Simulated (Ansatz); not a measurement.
# BP: short molecular dynamics of a 16-atom cell

How do the atoms of BP (F-43m) move when started on their sites? Runs: r2SCAN, 30 steps of 2 fs at constant energy, with velocities drawn for 1000 K; r2SCAN, 30 steps of 1.5 fs at constant energy, with velocities drawn for 800 K. The cell is a 2×2×2 supercell of the structure relaxed with r2SCAN.

Program: Ansatz 0.2.0. Level of theory: DFT, plane waves, PAW, no spin polarisation. These are calculated values, not measurements.

**1. The structure to begin with**

The cell holds 16 atoms (B8P8): a = 6.416 Å, b = 6.416 Å, c = 6.416 Å, α = 60.00°, β = 60.00°, γ = 60.00°.

As a file:

```xyz
16
Lattice="0.0000 4.5366 4.5366 4.5366 0.0000 4.5366 4.5366 4.5366 0.0000" Properties=species:S:1:pos:R:3 pbc="T T T"
B     0.0000    0.0000    0.0000
P     1.1342    1.1342    1.1342
B     2.2683    2.2683    0.0000
P     3.4025    3.4025    1.1342
B     2.2683    0.0000    2.2683
P     3.4025    1.1342    3.4025
B     4.5366    2.2683    2.2683
P     5.6708    3.4025    3.4025
B     0.0000    2.2683    2.2683
P     1.1342    3.4025    3.4025
B     2.2683    4.5366    2.2683
P     3.4025    5.6708    3.4025
B     2.2683    2.2683    4.5366
P     3.4025    3.4025    5.6708
B     4.5366    4.5366    4.5366
P     5.6708    5.6708    5.6708
```

**2. Run 1: r2SCAN**

input.yaml

```yaml
crystal:
  lattice:
    - [0.0, 4.5366309147, 4.5366309147]
    - [4.5366309147, 0.0, 4.5366309147]
    - [4.5366309147, 4.5366309147, 0.0]
  atoms:
    - { symbol: B, position: [0.0, 0.0, 0.0] }
    - { symbol: P, position: [0.125, 0.125, 0.125] }
    - { symbol: B, position: [0.0, 0.0, 0.5] }
    - { symbol: P, position: [0.125, 0.125, 0.625] }
    - { symbol: B, position: [0.0, 0.5, 0.0] }
    - { symbol: P, position: [0.125, 0.625, 0.125] }
    - { symbol: B, position: [0.0, 0.5, 0.5] }
    - { symbol: P, position: [0.125, 0.625, 0.625] }
    - { symbol: B, position: [0.5, 0.0, 0.0] }
    - { symbol: P, position: [0.625, 0.125, 0.125] }
    - { symbol: B, position: [0.5, 0.0, 0.5] }
    - { symbol: P, position: [0.625, 0.125, 0.625] }
    - { symbol: B, position: [0.5, 0.5, 0.0] }
    - { symbol: P, position: [0.625, 0.625, 0.125] }
    - { symbol: B, position: [0.5, 0.5, 0.5] }
    - { symbol: P, position: [0.625, 0.625, 0.625] }
kpoints:
  mp_grid: { grid: [4, 4, 4] }
hamiltonian:
  xc: r2scan
scf:
  occupations: { method: fermi_dirac, width: 0.086 }
md:
  ensemble: nve
  temperature: 1000
  timestep: 2.0
  n_steps: 30
  initial_velocities: maxwell_boltzmann
  seed: 4867
```

The run is started by

```bash
$ ansatz run input.yaml --threads 4 --pin off --max-ram 3686MiB --backend cpu --events-out ev --progress --plain --runs-dir out
```

Standard output, cut to the lines that bear on the results:

```text
Warning: md: disabling space-group detection — thermal motion breaks the input geometry's symmetry, so no spatial operation reduces the k-mesh or symmetrises the density; time reversal is kept, so that k and −k are solved as one point where they differ and the mesh holds both, and exact [...]
Warning: RAYON_NUM_THREADS=4 ignored (pool sized by the plan → 4); use --threads N
[...]
Pseudopotentials: kind: paw
Pseudopotential: B, paw, valence charge 3, recommended cutoff 500 eV (meta_gga), B.paw.azcp
Pseudopotential: P, paw, valence charge 5, recommended cutoff 500 eV (meta_gga), P.paw.azcp
Functional definition: r2SCAN
[...]
Crystal: 16 atoms, lattice volume = 186.737 Å³
Basis set: ecut = 500 eV, 4693 PW (Γ), exchange–correlation on 192×192×192 points (64 copies of the dense FFT grid, shifted against one another)
Bands: 48, of which v1, the nominal top of the filled ones, is band 32 counted from 1 (31 counted from 0)
Symmetry: 1 space group operations
k-points: 36 of 64 (time reversal used)
[...]
SCF iter   1: F=—  HF=-7333.194761 eV  |F-HF|=—  |Δ(HF+E_count)|=         —  Δρ=4.37e-3  dr2=1.75e-2  dr2_τ=1.05e0  ethr=1.77e-3  ⟨swp⟩=7.8  Hψ=9028  notcnv=0  defer=18
[...]
md step     0: t =     0.00 fs  T =  1000.0 K  F+E_penalty+E_count = -7333.48244623 eV  E_kin = 1.938900 eV  conserved = -7331.54354624 eV  (7 SCF iters)
[...]
md step     1: t =     2.00 fs  T =   956.2 K  F+E_penalty+E_count = -7333.39519892 eV  E_kin = 1.853989 eV  conserved = -7331.54121001 eV  (6 SCF iters)
[...]
SCF iter   1: F=—  HF=-7333.161053 eV  |F-HF|=—  |Δ(HF+E_count)|=         —  Δρ=3.79e-3  dr2=2.81e-2  dr2_τ=1.27e-2  ethr=4.37e-5  ⟨swp⟩=2.1  Hψ=9464  notcnv=0
```

**3. More of the same log: nve at 1000 K**

The log, continued, cut to the lines that bear on the results:

```text
[...]
SCF iter   2: F=—  HF=-7333.163819 eV  |F-HF|=—  |Δ(HF+E_count)|=   2.77e-3  Δρ=2.07e-3  dr2=6.50e-3  dr2_τ=5.93e-5  ethr=4.37e-5  ⟨swp⟩=2.3  Hψ=2387  notcnv=0
[...]
md step     2: t =     4.00 fs  T =   838.7 K  F+E_penalty+E_count = -7333.16290454 eV  E_kin = 1.626089 eV  conserved = -7331.53681543 eV  (6 SCF iters)
[...]
md step     9: t =    18.00 fs  T =   409.8 K  F+E_penalty+E_count = -7332.32717958 eV  E_kin = 0.794502 eV  conserved = -7331.53267790 eV  (4 SCF iters)
[...]
md step    16: t =    32.00 fs  T =   191.3 K  F+E_penalty+E_count = -7331.89827158 eV  E_kin = 0.370921 eV  conserved = -7331.52735056 eV  (4 SCF iters)
[...]
md step    23: t =    46.00 fs  T =   735.0 K  F+E_penalty+E_count = -7332.96548941 eV  E_kin = 1.425148 eV  conserved = -7331.54034177 eV  (4 SCF iters)
[...]
SCF converged after 2 iterations
Free energy (F): -7332.581680 eV
[...]
E sigma→0 (E₀):  -7332.581558 eV
Entropy (-TS):   -0.000245 eV (-0.015 meV/atom)
Fermi energy:    10.040290 eV
[...]
--- Forces (eV/Å), atoms counted from 1 ---
  atom   1  B     -0.16042977    -0.14449386     1.25146451
  atom   2  P      0.31844418     0.86358978    -2.04485141
  atom   3  B     -1.20779174     0.21155542    -0.37774536
  atom   4  P      0.69506068     0.07765822     0.23675486
  atom   5  B     -1.27920988    -2.27944815     1.74088136
  atom   6  P     -0.12790641     1.84028757    -0.68886572
  atom   7  B     -0.19103114    -0.30406335     0.03696596
  atom   8  P      0.59105414     0.82951233    -0.23414101
[...]
--- MD trajectory: 30 steps, t = 0.0 → 60.0 fs ---
  final state: T = 542.3 K   F+E_penalty+E_count = -7332.58168012 eV   E_kin = 1.051396 eV
  conserved energy: peak-to-peak 1.960e-2 eV (1.225e-3 eV/atom) over 60.0 fs
```

Wall time 2.2 min (4 threads of Intel Xeon 6975P-C (Granite Rapids), shared host); peak memory 1.2 GiB.

**4. Frames and traces**

One step in 2; energies are changes from step 0; msd is the mean square displacement from the start, the centre of mass held:

| time (fs) | T (K) | potential energy change (meV/atom) | total energy change (meV/atom) | msd B (Å²) | msd P (Å²) |
| --- | --- | --- | --- | --- | --- |
| 0.0 | 1000 | 0.0 | 0.00 | 0.000 | 0.000 |
| 4.0 | 839 | 20.0 | 0.42 | 0.003 | 0.001 |
| 8.0 | 525 | 58.6 | 1.03 | 0.008 | 0.005 |
| 12.0 | 342 | 81.0 | 1.18 | 0.012 | 0.009 |
| 16.0 | 364 | 77.9 | 0.85 | 0.013 | 0.014 |
| 20.0 | 447 | 67.5 | 0.57 | 0.013 | 0.017 |
| 24.0 | 446 | 67.6 | 0.52 | 0.015 | 0.019 |
| 28.0 | 332 | 81.6 | 0.65 | 0.020 | 0.020 |
| 32.0 | 191 | 99.0 | 1.01 | 0.024 | 0.020 |
| 36.0 | 207 | 97.3 | 1.23 | 0.024 | 0.018 |
| 40.0 | 458 | 66.3 | 0.68 | 0.018 | 0.015 |
| 44.0 | 702 | 36.3 | 0.17 | 0.011 | 0.012 |
| 48.0 | 703 | 36.3 | 0.39 | 0.009 | 0.010 |
| 52.0 | 544 | 56.2 | 0.90 | 0.010 | 0.008 |
| 56.0 | 459 | 66.7 | 1.10 | 0.011 | 0.007 |
| 60.0 | 542 | 56.3 | 0.83 | 0.010 | 0.006 |

time (fs), T (K) and a bar:
```
      0.0       1000 ##############################
      2.0        956 ############################
      6.0        681 ###################
      8.0        525 #############
     10.0        405 #########
     14.0        334 ######
     16.0        364 #######
     18.0        410 #########
     20.0        447 ##########
     24.0        446 ##########
     26.0        401 ########
     28.0        332 ######
     32.0        191 #
     34.0        168 
     36.0        207 #
     40.0        458 ##########
     42.0        602 ################
     44.0        702 ###################
     46.0        735 ####################
     50.0        629 #################
     52.0        544 ##############
     54.0        481 ###########
     58.0        483 ###########
     60.0        542 #############
```

Pair distribution over the second half of the run:

| r (Å) | g B–P |
| --- | --- |
| 0.68 | 0.00 |
| 0.84 | 0.00 |
| 1.00 | 0.00 |
| 1.16 | 0.00 |
| 1.32 | 0.00 |
| 1.48 | 0.00 |
| 1.64 | 0.00 |
| 1.80 | 0.93 |
| 1.96 | 9.55 |
| 2.12 | 1.49 |
| 2.28 | 0.01 |
| 2.44 | 0.00 |

First peaks of g(r) (not always the tallest), and, where a minimum follows, the mean number of second-named atoms round a first-named one up to the next minimum:

```
pair  peak (Å)  height  minimum (Å)  neighbours
 B–P      1.96     9.6            -           -
```

**5. Positions and forces**

Positions (Å) and forces (eV/Å):

```xyz
16
Lattice="0.000 4.537 4.537 4.537 0.000 4.537 4.537 4.537 0.000" Properties=species:S:1:pos:R:3:forces:R:3 pbc="T T T" time_fs=10.0 T=405 dE=1.1723
B    -0.001    0.082    0.001    0.044   -1.021    1.067
P     1.224    1.124    1.207   -1.015    0.622   -1.857
B     2.309    2.261    0.001   -1.115    0.032   -0.331
P     3.424    3.326    1.130    0.141    1.367    0.234
B     2.397    0.096    2.211   -1.120   -2.742    1.345
P     3.393    1.127    3.425   -0.097    1.779    0.631
B     4.562    2.233    2.305   -0.452   -0.340   -0.629
P     5.587    3.366    3.425    2.252    1.269   -0.237
B     0.038    2.215    2.280   -0.404    0.954   -0.178
P     1.065    3.497    3.375   -0.006   -2.127    1.701
B     2.186    4.443    2.268    1.900    1.545   -1.386
P     3.343    5.682    3.332    0.436   -0.958    0.811
B     2.226    2.382    4.612    0.139   -1.141   -1.627
P     3.460    3.390    5.652   -0.296    0.635    0.697
B     4.489    4.560    4.514    0.545    0.128   -0.315
P     5.702    5.665    5.657   -0.953   -0.002    0.074
16
Lattice="0.000 4.537 4.537 4.537 0.000 4.537 4.537 4.537 0.000" Properties=species:S:1:pos:R:3:forces:R:3 pbc="T T T" time_fs=20.0 T=447 dE=1.0804
B    -0.001    0.087    0.083   -0.080   -0.399    0.305
P     1.285    1.129    1.229   -1.411   -0.183   -1.007
B     2.267    2.256   -0.023   -0.242   -0.006   -0.041
P     3.449    3.288    1.132   -0.277    1.375   -0.250
B     2.428   -0.016    2.265   -1.497   -0.719    1.131
P     3.381    1.165    3.466   -0.135    0.167    0.323
B     4.553    2.176    2.296   -0.110    0.386   -0.096
P     5.568    3.366    3.438    2.229    0.791   -0.976
B     0.044    2.234    2.277   -0.313    0.398   -0.111
P     1.002    3.534    3.392    1.705   -1.546    0.448
B     2.239    4.460    2.174    0.130    0.243    0.428
P     3.299    5.667    3.285    1.193   -0.220    0.959
B     2.200    2.405    4.562    0.481   -0.783   -0.634
P     3.507    3.395    5.650   -1.147    0.246   -0.021
B     4.485    4.592    4.470    0.325   -0.090    0.217
P     5.706    5.659    5.643   -0.853    0.339   -0.676
16
Lattice="0.000 4.537 4.537 4.537 0.000 4.537 4.537 4.537 0.000" Properties=species:S:1:pos:R:3:forces:R:3 pbc="T T T" time_fs=30.0 T=255 dE=1.4570
B    -0.004    0.058    0.186    0.210    0.481   -1.274
P     1.301    1.129    1.222   -1.753   -0.789    0.607
B     2.207    2.248   -0.050    1.216   -0.235    0.357
P     3.464    3.291    1.127   -0.985    0.555   -0.250
B     2.344   -0.184    2.403    0.585    2.558   -1.234
P     3.366    1.207    3.514    0.479   -2.259   -0.669
B     4.534    2.151    2.277    0.205    0.811    0.341
P     5.613    3.387    3.424   -0.047   -0.665   -0.436
B     0.025    2.286    2.265    0.139   -0.605    0.019
P     0.987    3.523    3.424    2.045   -0.569   -0.589
B     2.309    4.505    2.107   -1.453   -0.587    1.243
P     3.290    5.647    3.267    1.530    0.853    0.896
B     2.209    2.365    4.462   -0.003    0.431    1.307
P     3.518    3.408    5.650   -1.915    0.033   -0.259
B     4.507    4.615    4.444   -0.183   -0.429    0.511
P     5.685    5.664    5.611   -0.070    0.415   -0.569
16
Lattice="0.000 4.537 4.537 4.537 0.000 4.537 4.537 4.537 0.000" Properties=species:S:1:pos:R:3:forces:R:3 pbc="T T T" time_fs=40.0 T=458 dE=1.0611
B     0.007    0.061    0.186    0.046   -0.063   -1.409
P     1.265    1.108    1.229   -1.062    0.078    0.418
B     2.241    2.224   -0.048    0.731   -0.015    0.408
P     3.450    3.314    1.116   -1.056    0.395    0.380
B     2.309   -0.144    2.438    1.480    2.479   -2.158
P     3.367    1.186    3.542    1.010   -1.590   -1.367
B     4.531    2.190    2.282    0.131    0.266    0.020
P     5.658    3.389    3.400   -1.174   -1.315    0.804
B     0.015    2.293    2.254    0.177   -0.412    0.107
P     1.033    3.493    3.439    1.037   -0.025   -1.042
B     2.264    4.506    2.142   -0.811   -0.262    0.643
P     3.327    5.649    3.276    0.865    0.478    0.575
B     2.222    2.354    4.465   -0.046    0.415    1.399
P     3.474    3.422    5.643   -1.193    0.004    0.294
B     4.516    4.601    4.457   -0.273   -0.591   -0.055
P     5.661    5.681    5.565    0.137    0.158    0.983
16
Lattice="0.000 4.537 4.537 4.537 0.000 4.537 4.537 4.537 0.000" Properties=species:S:1:pos:R:3:forces:R:3 pbc="T T T" time_fs=50.0 T=629 dE=0.7301
B     0.024    0.053    0.076   -0.093   -1.069    0.303
P     1.197    1.091    1.244   -0.185    1.398   -1.606
B     2.330    2.199   -0.012   -0.984    0.361    0.030
P     3.405    3.349    1.116   -0.231    0.592    0.771
B     2.375    0.077    2.311   -1.008   -2.031    0.606
P     3.396    1.124    3.531    0.709    1.643   -1.098
B     4.537    2.252    2.289   -0.211   -0.441   -0.328
P     5.675    3.357    3.395    0.766    0.500    0.137
B     0.018    2.270    2.253   -0.160    0.503    0.139
P     1.110    3.460    3.424   -0.587   -0.483   -0.261
B     2.161    4.491    2.225    1.409    0.990   -0.919
P     3.389    5.664    3.304   -0.376   -0.674    0.396
B     2.233    2.370    4.575    0.247   -0.895   -0.804
P     3.396    3.437    5.645    0.893    0.316    0.842
B     4.506    4.539    4.466    0.265   -0.110   -0.348
P     5.639    5.701    5.548   -0.456   -0.599    2.140
16
Lattice="0.000 4.537 4.537 4.537 0.000 4.537 4.537 4.537 0.000" Properties=species:S:1:pos:R:3:forces:R:3 pbc="T T T" time_fs=60.0 T=542 dE=0.9008
B     0.032   -0.034   -0.014   -0.160   -0.145    1.251
P     1.122    1.113    1.213    0.318    0.864   -2.045
B     2.343    2.202    0.025   -1.208    0.212   -0.378
P     3.354    3.401    1.137    0.695    0.078    0.237
B     2.372    0.153    2.225   -1.279   -2.279    1.741
P     3.446    1.104    3.485   -0.128    1.840   -0.689
B     4.527    2.282    2.273   -0.191   -0.304    0.037
P     5.710    3.336    3.395    0.591    0.830   -0.234
B     0.008    2.284    2.263   -0.269    0.557    0.056
P     1.172    3.413    3.401   -0.745   -0.469    0.139
B     2.165    4.551    2.242    1.356    0.608   -0.569
P     3.441    5.662    3.345   -1.038   -0.483    0.345
B     2.262    2.316    4.625   -0.011   -0.785   -1.563
P     3.343    3.460    5.671    1.861   -0.241    0.231
B     4.516    4.469    4.453    0.395    0.557    0.327
P     5.605    5.704    5.592   -0.187   -0.840    1.114
```

**6. Run 2: r2SCAN**

input.yaml: that of step 2 with these lines changed.

```diff
@@ -27,9 +27,9 @@
 scf:
-  occupations: { method: fermi_dirac, width: 0.086 }
+  occupations: { method: fermi_dirac, width: 0.069 }
 md:
   ensemble: nve
-  temperature: 1000
-  timestep: 2.0
+  temperature: 800
+  timestep: 1.5
   n_steps: 30
   initial_velocities: maxwell_boltzmann
-  seed: 4867
+  seed: 4629
```

The run is started by

```bash
$ ansatz run input.yaml --threads 4 --pin off --max-ram 3686MiB --backend cpu --events-out ev --progress --plain --runs-dir out
```

Standard output, cut to the lines that bear on the results:

```text
Warning: md: disabling space-group detection — thermal motion breaks the input geometry's symmetry, so no spatial operation reduces the k-mesh or symmetrises the density; time reversal is kept, so that k and −k are solved as one point where they differ and the mesh holds both, and exact [...]
Warning: RAYON_NUM_THREADS=4 ignored (pool sized by the plan → 4); use --threads N
[...]
Pseudopotentials: kind: paw
Pseudopotential: B, paw, valence charge 3, recommended cutoff 500 eV (meta_gga), B.paw.azcp
Pseudopotential: P, paw, valence charge 5, recommended cutoff 500 eV (meta_gga), P.paw.azcp
Functional definition: r2SCAN
[...]
Crystal: 16 atoms, lattice volume = 186.737 Å³
Basis set: ecut = 500 eV, 4693 PW (Γ), exchange–correlation on 192×192×192 points (64 copies of the dense FFT grid, shifted against one another)
Bands: 48, of which v1, the nominal top of the filled ones, is band 32 counted from 1 (31 counted from 0)
Symmetry: 1 space group operations
k-points: 36 of 64 (time reversal used)
[...]
md step    30: t =    45.00 fs  T =   535.7 K  F+E_penalty+E_count = -7332.96756961 eV  E_kin = 1.038607 eV  conserved = -7331.92896221 eV  (6 SCF iters)
[...]
SCF iter   2: F=-7332.967570 eV  HF=-7332.967570 eV  |F-HF|=4.73e-10  |Δ(HF+E_count)|=  7.79e-10  Δρ=8.54e-7  dr2=1.45e-9  dr2_τ=3.91e-11  ethr=6.16e-12  ⟨swp⟩=3.4  Hψ=4192  notcnv=0
[...]
SCF converged after 2 iterations
Free energy (F): -7332.967570 eV
[...]
E sigma→0 (E₀):  -7332.967564 eV
Entropy (-TS):   -0.000012 eV (-0.001 meV/atom)
Fermi energy:    9.940905 eV
[...]
--- Forces (eV/Å), atoms counted from 1 ---
  atom   1  B      0.43210240    -0.17265320     0.22550489
  atom   2  P     -1.44634939    -0.92331004     0.83714243
  atom   3  B      0.21307558     0.05311138    -0.23110853
  atom   4  P      0.01104562    -0.13323541    -0.15314584
  atom   5  B      0.07873554    -0.10036095     0.25145168
  atom   6  P     -0.38168822    -0.21419210     0.04660948
  atom   7  B      0.77037721     0.40601746    -0.16221666
  atom   8  P     -0.45253310     1.76309711    -0.46684162
[...]
--- MD trajectory: 30 steps, t = 0.0 → 45.0 fs ---
  final state: T = 535.7 K   F+E_penalty+E_count = -7332.96756961 eV   E_kin = 1.038607 eV
  conserved energy: peak-to-peak 1.241e-2 eV (7.759e-4 eV/atom) over 45.0 fs
```

Run time: 2.1 min. Hardware: 4 threads of Intel Xeon 6975P-C (Granite Rapids), shared host; peak memory 1.2 GiB.

**7. The trajectory**

The trajectory, every 2 steps (energies from step 0); msd is the mean square displacement from the start, the centre of mass held:

| time (fs) | T (K) | potential energy change (meV/atom) | total energy change (meV/atom) | msd B (Å²) | msd P (Å²) |
| --- | --- | --- | --- | --- | --- |
| 0.0 | 800 | 0.0 | 0.00 | 0.000 | 0.000 |
| 3.0 | 698 | 12.5 | 0.13 | 0.002 | 0.000 |
| 6.0 | 459 | 41.8 | 0.45 | 0.006 | 0.002 |
| 9.0 | 239 | 68.7 | 0.73 | 0.010 | 0.003 |
| 12.0 | 174 | 76.6 | 0.75 | 0.012 | 0.005 |
| 15.0 | 278 | 63.8 | 0.53 | 0.011 | 0.006 |
| 18.0 | 445 | 43.3 | 0.28 | 0.008 | 0.007 |
| 21.0 | 547 | 30.8 | 0.15 | 0.007 | 0.008 |
| 24.0 | 516 | 34.6 | 0.20 | 0.008 | 0.009 |
| 27.0 | 375 | 51.9 | 0.38 | 0.011 | 0.010 |
| 30.0 | 216 | 71.4 | 0.59 | 0.014 | 0.011 |
| 33.0 | 141 | 80.5 | 0.69 | 0.015 | 0.011 |
| 36.0 | 200 | 73.3 | 0.61 | 0.014 | 0.011 |
| 39.0 | 353 | 54.5 | 0.40 | 0.011 | 0.011 |
| 42.0 | 498 | 36.8 | 0.20 | 0.008 | 0.010 |
| 45.0 | 536 | 32.2 | 0.15 | 0.007 | 0.009 |

time (fs), T (K) and a bar:
```
      0.0        800 ##############################
      1.5        773 #############################
      4.5        587 ####################
      6.0        459 ##############
      7.5        336 #########
     10.5        183 ##
     12.0        174 ##
     13.5        210 ###
     15.0        278 ######
     18.0        445 ##############
     19.5        511 #################
     21.0        547 ##################
     24.0        516 #################
     25.5        454 ##############
     27.0        375 ###########
     30.0        216 ###
     31.5        163 #
     33.0        141 
     34.5        154 #
     37.5        270 ######
     39.0        353 ##########
     40.5        434 #############
     43.5        534 ##################
     45.0        536 ##################
```

Pair distribution over the second half of the run:

```
r (Å)  g B–P
 0.68   0.00
 0.84   0.00
 1.00   0.00
 1.16   0.00
 1.32   0.00
 1.48   0.00
 1.64   0.00
 1.80   0.99
 1.96   9.40
 2.12   1.59
 2.28   0.00
 2.44   0.00
```

First peaks of g(r) (not always the tallest), and, where a minimum follows, the mean number of second-named atoms round a first-named one up to the next minimum:

```
pair  peak (Å)  height  minimum (Å)  neighbours
 B–P      1.96     9.4         2.28         4.0
```

[end of part 1 of 2]
